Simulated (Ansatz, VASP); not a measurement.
## Cross-check of SrO between VASP and Ansatz

Aim: how closely do two programs agree when they are given the same cell, functional and k mesh?

Program: Ansatz 0.2.0. Level of theory: plane waves, with VASP 6.6.1 beside it; single point at PBE. Results are calculated unless marked as measured.

The database entry behind the starting cell differs from later determinations by our own check (about 0.5 % short), so it need not match the best structure at ambient conditions.

### 1. The structure

It takes space group Fm-3m (No. 225, cubic). Conventional cell: a = 5.133 Å, b = 5.133 Å, c = 5.133 Å, α = 90.00°, β = 90.00°, γ = 90.00°. Sr has 6 O at 2.57 Å nearest. Nearest to O lie 6 Sr at 2.57 Å. Farther neighbours and most contacts between anions are not listed.

Structure file:

```
Sr O
1.0
     0.00000    2.56630    2.56630
     2.56630    0.00000    2.56630
     2.56630    2.56630    0.00000
Sr O
1 1
Direct
  0.50000 0.50000 0.50000
  0.00000 0.00000 0.00000
```

### 2. VASP: single point, PBE

A single point gives forces, pressure and levels at one fixed geometry, so differences don't come from the geometry; what else differs is listed under the comparison.

Lines of VASP's logs that name or quote its potential files are left out, and so is its time.

The input, INCAR:

```
SYSTEM = SrO
PREC = Accurate
ENCUT = 520
EDIFF = 1E-07
NELM = 100
ISMEAR = 0
SIGMA = 0.01
LREAL = .FALSE.
ALGO = Normal
GGA = PE
NBANDS = 14
LORBIT = 11
LWAVE = .FALSE.
LCHARG = .FALSE.
KPAR = 2
```

The input, POSCAR:

```
SrO
1.0
    0.0000000000      2.5663000000      2.5663000000
    2.5663000000      0.0000000000      2.5663000000
    2.5663000000      2.5663000000      0.0000000000
Sr O
1 1
Direct
    0.5000000000      0.5000000000      0.5000000000
    0.0000000000      0.0000000000      0.0000000000
```

The input, KPOINTS:

```
Automatic mesh
0
Gamma
6 6 6
0 0 0
```

The projector-augmented-wave data sets are Sr_sv and O (PBE family, release 64).

On the command line:

```console
$ mpirun -np 2 vasp_std
```

Numbers of over 12 decimals in the logs are rounded to 6 here.

Log:

```text
[banner, memory and clock lines left out]
running    2 mpi-ranks, on    1 nodes
 distrk:  each k-point on    1 cores,    2 groups
 distr:  one band on    1 cores,    1 groups

 POSCAR found type information on POSCAR SrO
 POSCAR found :  2 types and       2 ions
 LDA part: xc-table for (Slater+PW92), standard interpolation
 POSCAR, INCAR and KPOINTS ok, starting setup
 FFT: planning ... GRIDC
 FFT: planning ... GRID_SOFT
 FFT: planning ... GRID
 WAVECAR not read
 entering main loop
       N       E                     dE             d eps       ncg     rms          rms(c)
DAV:   1     0.646390334084E+02    0.64639E+02   -0.80634E+03   448   0.109E+03
DAV:   2    -0.105913298864E+02   -0.75230E+02   -0.69072E+02   634   0.223E+02
DAV:   3    -0.141794072669E+02   -0.35881E+01   -0.35714E+01   640   0.438E+01
DAV:   4    -0.142402223498E+02   -0.60815E-01   -0.60804E-01   544   0.449E+00
DAV:   5    -0.142412882957E+02   -0.10659E-02   -0.10659E-02   604   0.412E-01    0.166E+01
DAV:   6    -0.121749547513E+02    0.20663E+01   -0.72893E+00   460   0.209E+01    0.198E+01
DAV:   7    -0.120452947624E+02    0.12966E+00   -0.35472E-01   512   0.525E+00    0.114E+01
DAV:   8    -0.120344333844E+02    0.10861E-01   -0.11832E-01   532   0.357E+00    0.668E-01
DAV:   9    -0.120362969166E+02   -0.18635E-02   -0.61646E-03   634   0.528E-01    0.237E-01
DAV:  10    -0.120367437261E+02   -0.44681E-03   -0.44262E-04   484   0.212E-01    0.112E-01
DAV:  11    -0.120369006341E+02   -0.15691E-03   -0.15905E-04   484   0.975E-02    0.383E-02
DAV:  12    -0.120369172047E+02   -0.16571E-04   -0.30912E-05   478   0.429E-02    0.400E-02
DAV:  13    -0.120369178876E+02   -0.68288E-06   -0.22778E-06   514   0.134E-02    0.275E-03
DAV:  14    -0.120369176930E+02    0.19457E-06   -0.14792E-07   504   0.300E-03    0.194E-03
DAV:  15    -0.120369176587E+02    0.34294E-07   -0.19818E-08   278   0.114E-03
   1 F= -.12036918E+02 E0= -.12036918E+02  d E =-.531063E-13
```

OUTCAR, selected parts (step 2):

```text
ion  position               nearest neighbor table
   1  0.500  0.500  0.500-   2 2.57   2 2.57   2 2.57   2 2.57   2 2.57   2 2.57
   2  0.000  0.000  0.000-   1 2.57   1 2.57   1 2.57   1 2.57   1 2.57   1 2.57

  LATTYP: Found a face centered cubic cell.
 ALAT       =     5.1326000000

 Subroutine GETGRP returns: Found 48 space group operations
 (whereof 48 operations were pure point group operations)

The static configuration has the point symmetry O_h .

 Found     16 irreducible k-points:

   k-points           NKPTS =     16   k-points in BZ     NKDIM =     16   number of bands    NBANDS=     14

   dimension x,y,z NGX =    28 NGY =   28 NGZ =   28
   dimension x,y,z NGXF=    56 NGYF=   56 NGZF=   56

   ENCUT  =  520.0 eV  38.22 Ry    6.18 a.u.   6.75  6.75  6.75*2*pi/ulx,y,z

   NELECT =      16.0000    total number of electrons

 k-points in reciprocal lattice and weights: Automatic mesh
   0.00000000  0.00000000  0.00000000       0.005
   0.16666667  0.00000000  0.00000000       0.037
   0.33333333  0.00000000  0.00000000       0.037
   0.50000000  0.00000000  0.00000000       0.019
   0.16666667  0.16666667  0.00000000       0.028
   0.33333333  0.16666667  0.00000000       0.111
   0.50000000  0.16666667  0.00000000       0.111
  -0.33333333  0.16666667  0.00000000       0.111
  -0.16666667  0.16666667  0.00000000       0.056
[...]
-0.33333333  0.33333333  0.16666667       0.111
  -0.33333333  0.50000000  0.16666667       0.056

 average (electrostatic) potential at core
       1 -36.4297       2 -70.7007

 E-fermi :   1.7358

 k-point     1 :       0.0000    0.0000    0.0000
  band No.  band energies     occupation
    ...
      4     -12.3126      2.00000
      5     -12.3126      2.00000
      6       1.6898      2.00000
      7       1.6898      2.00000
      8       1.6898      2.00000
      9       5.7122      0.00000
     10       7.9120      0.00000
     11       7.9120      0.00000
     12       7.9120      0.00000
     13      10.0921      0.00000
    ...

 k-point     2 :       0.1667    0.0000    0.0000
  band No.  band energies     occupation
    ...
      4     -12.3336      2.00000
      5     -11.8349      2.00000
      6       0.9656      2.00000
      7       1.3580      2.00000
      8       1.3580      2.00000
      9       6.8661      0.00000
     10       7.7141      0.00000
     11       8.4492      0.00000
     12       8.4492      0.00000
     13      10.7958      0.00000
    ...

 k-point     3 :       0.3333    0.0000    0.0000
  band No.  band energies     occupation
    ...
      4     -12.3749      2.00000
      5     -11.3118      2.00000
      6      -0.0675      2.00000
      7       0.7908      2.00000
      8       0.7908      2.00000
      9       7.9003      0.00000
     10       9.0164      0.00000
     11       9.7505      0.00000
     12       9.7505      0.00000
     13      12.3731      0.00000
    ...

  Total        0.8275135      0.8275135      0.8275135      0.0000000      0.0000000     -0.0000000
  in kB       39.2223324     39.2223324     39.2223324      0.0000000      0.0000000     -0.0000000
  external PRESSURE =      39.2223324 kB  Pullay stress =       0.0000000 kB

  energy-cutoff  :      520.00
  volume of cell :       33.80
      direct lattice vectors                 reciprocal lattice vectors
     0.000000000  2.566300000  2.566300000    -0.194833028  0.194833028  0.194833028
     2.566300000  0.000000000  2.566300000     0.194833028 -0.194833028  0.194833028
     2.566300000  2.566300000  0.000000000     0.194833028  0.194833028 -0.194833028

 POSITION                                       TOTAL-FORCE (eV/Angst)
 -----------------------------------------------------------------------------------
      2.56630      2.56630      2.56630         0.000000      0.000000     -0.000000
      0.00000      0.00000      0.00000        -0.000000     -0.000000      0.000000
 -----------------------------------------------------------------------------------
    total drift:                                0.000000      0.000000      0.000000

  FREE ENERGIE OF THE ION-ELECTRON SYSTEM (eV)
  ---------------------------------------------------
  free  energy   TOTEN  =       -12.0369176587 eV

  energy  without entropy=      -12.0369176587  energy(sigma->0) =      -12.03691766

 total charge
# of ion       s       p       d       tot
------------------------------------------
    1        2.017   5.816   0.261   8.094
    2        1.552   3.426   0.000   4.978
--------------------------------------------------
tot          3.570   9.242   0.261  13.072

[... 3 further parts left out ...]
```

The run ends at a pressure of 3.92 GPa.

### 3. Ansatz: single point, PBE

Ansatz runs on its default PAW (the set named soft_2) files.

The same cell, functional, mesh and smearing now go to Ansatz, which takes its cutoff from its data sets.

The input, input.yaml:

```yaml
crystal:
  lattice:
    - [0.0, 2.5663, 2.5663]
    - [2.5663, 0.0, 2.5663]
    - [2.5663, 2.5663, 0.0]
  atoms:
    - { symbol: Sr, position: [0.5, 0.5, 0.5] }
    - { symbol: O, position: [0.0, 0.0, 0.0] }
hamiltonian:
  xc: pbe
  pseudopotentials: { kind: paw }
kpoints:
  mp_grid: { grid: [6, 6, 6] }
scf:
  occupations: { method: gaussian, width: 0.01 }
  n_extra_bands: 4
output:
  forces: true
  stress: true
  eigenvalues: true
  write_density: true
  write_potential: true
  elf: true
  volumetric_format: npy
```

On the command line:

```console
$ ansatz run input.yaml --threads 2 --pin off --max-ram 4608MiB --backend cpu --events-out ev --progress --plain --runs-dir out
```

Log:

```text
scf.n_extra_bands = 4 over 8 filled bands (N_el = 16.0): the run solves 12 bands
Engine: ansatz 0.2.0, x86_64-unknown-linux-gnu
Pseudopotentials: kind: paw
Pseudopotential: Sr, paw, valence charge 10, recommended cutoff 420 eV (normal), Sr.paw.azcp
Pseudopotential: O, paw, valence charge 6, recommended cutoff 420 eV (normal), O.paw.azcp
Functional definition: PBE
  parameter kappa = 0.804
  parameter beta = 0.066725
  exchange = pbe_x(kappa = kappa, mu = beta*pi^2/3)
  correlation = pbe_c(beta = beta)
Crystal: 2 atoms, lattice volume = 33.803 Å³
Basis set: ecut = 420 eV, 645 PW (Γ), exchange–correlation on 50×50×50 points (8 copies of the dense FFT grid, shifted against one another)
Bands: 12, of which v1, the nominal top of the filled ones, is band 8 counted from 1 (7 counted from 0)
Symmetry: 48 space group operations
Space group: Fm-3m (ITA 225), of the structure as read, at distance tolerance 3.2e-5 Å
k-points: 16 of 216
Non-local potential: Sr, projectors of the file, l = 0: 3, l = 1: 2, l = 2: 2
Non-local potential: O, projectors of the file, l = 0: 2, l = 1: 2, l = 2: 1
PAW form: soft (Blöchl's): semilocal exchange-correlation on the pseudo side does not see the compensation charge
PAW one-centre angular grid: Sr, 110 points (default); XC on 64 Gauss nodes
PAW one-centre angular grid: O, 110 points (default); XC on 64 Gauss nodes
Initial density: superposition of atomic densities (neutral atoms: chi_scale 0, normalization atom), corrected by the library's trained network
Initial wavefunctions: pseudopotential atomic-orbital guess
Functional: x = pbe(κ = 0.804, μ = 0.219515), c = pbe(β = 0.066725)
SCF iter   1: F=—  HF=-4114.615289 eV  |F-HF|=—  |Δ(HF+E_count)|=         —  Δρ=3.62e-4  dr2=7.00e-6  ethr=1.77e-3  ⟨swp⟩=8.9  Hψ=1521  notcnv=0
preconditioner: auto → none  [insulator: Δε(μ)=3.301 eV  Ē_g=16.216 eV  σ=0.010 eV  W_gap=1.00  n_scr=8 (ndim 8)  ℏωp=23.9 eV  f_vac=0.000  D(μ)=0.00/eV (n_scr^D=0)  ε∞_Penn≈3.2]
SCF iter   2: F=—  HF=-4114.616054 eV  |F-HF|=—  |Δ(HF+E_count)|=   7.64e-4  Δρ=3.82e-4  dr2=5.04e-5  ethr=4.37e-8  ⟨swp⟩=4.1  Hψ=729  notcnv=0
SCF iter   3: F=—  HF=-4114.616083 eV  |F-HF|=—  |Δ(HF+E_count)|=   2.93e-5  Δρ=1.51e-4  dr2=5.02e-6  ethr=4.37e-8  ⟨swp⟩=2.8  Hψ=340  notcnv=0
SCF iter   4: F=—  HF=-4114.616105 eV  |F-HF|=—  |Δ(HF+E_count)|=   2.15e-5  Δρ=6.19e-5  dr2=1.13e-6  ethr=3.14e-8  ⟨swp⟩=2.9  Hψ=309  notcnv=0
SCF iter   5: F=—  HF=-4114.616105 eV  |F-HF|=—  |Δ(HF+E_count)|=   1.50e-7  Δρ=2.83e-5  dr2=2.80e-7  ethr=7.08e-9  ⟨swp⟩=1.3  Hψ=207  notcnv=0
SCF iter   6: F=-4114.616105 eV  HF=-4114.616105 eV  |F-HF|=4.85e-8  |Δ(HF+E_count)|=   2.92e-8  Δρ=1.19e-5  dr2=5.50e-8  ethr=6.25e-10  ⟨swp⟩=7.8  Hψ=1177  notcnv=0
SCF 1 converged in 6 iterations: F = -4114.616105 eV  dr2 = 5.50e-8
  greatest PAW one-centre occupation: 0.987 electrons in one spin orbital (limit 2), on the Sr atom at site 0 (counted from 0), in its partial waves of l = 0
SCF converged after 6 iterations
Free energy (F): -4114.616105 eV
Harris-Foulkes:  -4114.616105 eV  (|F-HF|=4.85e-8)
Internal energy: -4114.616105 eV  (E = F + TS)
E sigma→0 (E₀):  -4114.616105 eV
Fermi energy:    9.652868 eV
--- Per-component energies (eV) ---
  E_band       = -56.764009
  E_kinetic    = 423.489610
  E_local      = -861.442155  (includes V_loc(G=0)·N_el)
  E_nonlocal   = 250.220602
  E_hartree    = 233.148753
  E_xc         = -249.541047
  E_vxc        = -259.392587  (∫ρ·V_xc dr)
  E_paw        = -2852.377063  (= ΣΔE_a)
  E_vpaw       = -75.936132  (= ΣTr[D̂ρ^β])
  E_aug_tail   = 0.002416  (compensation charges beyond the density's cutoff)
  E_ewald      = -1058.117221
  E_smearing   = -0.000000  (= −TS)
  E_closure    = -0.000000  (closes the sum)
  Σ components = -4114.616105   (vs F -4114.616105, Δ=0.00e0)
--- Forces (eV/Å), atoms counted from 1 ---
  atom   1  Sr     0.00000000    -0.00000000     0.00000000
  atom   2  O     -0.00000000     0.00000000     0.00000000
  max |Σ_I F_I| component: 1.68e-29 eV/Å
--- Stress (GPa, compression-positive) ---
        3.324745       0.000000       0.000000
        0.000000       3.324745       0.000000
        0.000000       0.000000       3.324745
  P = ⅓ Tr σ = 3.3247 GPa (33.247 kbar)
--- Band table (eV; the first three rows and the last of 16) ---
  k-point 0: bands = [... 4 lower, -5.9221, 7.9976, 7.9976, 7.9976, 12.0454, 14.2710, 14.2710, 14.2710]
  k-point 1: bands = [... 4 lower, -5.4598, 7.2822, 7.6747, 7.6747, 13.1975, 14.0550, 14.8022, 14.8022]
  k-point 2: bands = [... 4 lower, -4.9454, 6.2628, 7.1208, 7.1208, 14.2350, 15.3313, 16.0985, 16.0985]
  k-point 15: bands = [... 4 lower, -5.5394, 7.1256, 7.5707, 7.6835, 12.6846, 15.6217, 16.5438, 19.0960]
```

Run time: 0.59 s. Hardware: 2 threads of Intel Xeon Platinum 8259CL at 2.50GHz (Skylake/Cascade Lake), shared host; peak memory 0.33 GiB; 0.97 s of CPU time.

The column dr2 measures how far the density is from self-consistency, as an energy; F and HF (Harris–Foulkes) agree once it is small.

The run ends at a pressure of 3.32 GPa.

### 4. Comparison

Known differences besides the potentials themselves: the cutoff is 420 eV in Ansatz and 520 eV in VASP; VASP leaves aspherical gradient terms in its spheres out (LASPH is not set), Ansatz keeps them. Total energies have different zeros and are not compared.

The two programs side by side:

```
                                        quantity  Ansatz   VASP  difference
                                  pressure (GPa)    3.32   3.92       -0.60
pressure without Ansatz's Pulay correction (GPa)    2.96   3.92       -0.96
                          gap on the k mesh (eV)   3.311  3.261      +0.049
```

A gap on the mesh is an upper bound, since the band edges may lie between its points. Ansatz's pressure holds a Pulay correction of 0.37 GPa; VASP's holds none.

### 5. Results

| Property | Result |
| --- | --- |
| difference in gap on the k mesh (single point, PBE) | 0.049 eV |
| difference in pressure (single point, PBE) | -0.60 GPa |

The difference in gap on the k mesh is 0.049 eV (single point, PBE), within the 0.08 eV picked in this series as the mark of a large difference. How closely two codes agree says nothing of how well the functional describes the real material.

[Lines on the potential files, build, host, timing and source positions are cut from VASP's logs without a mark.]

[Logs are printed without paths, hosts, clocks, repeated set-up lines and the standing remarks that a program may print on its own settings, such as how far it seeks lower states.]

[Hosts, paths, dates, database ids (printed as entryN), source tags and the programs' standing remarks are cut or masked in the printed files.]
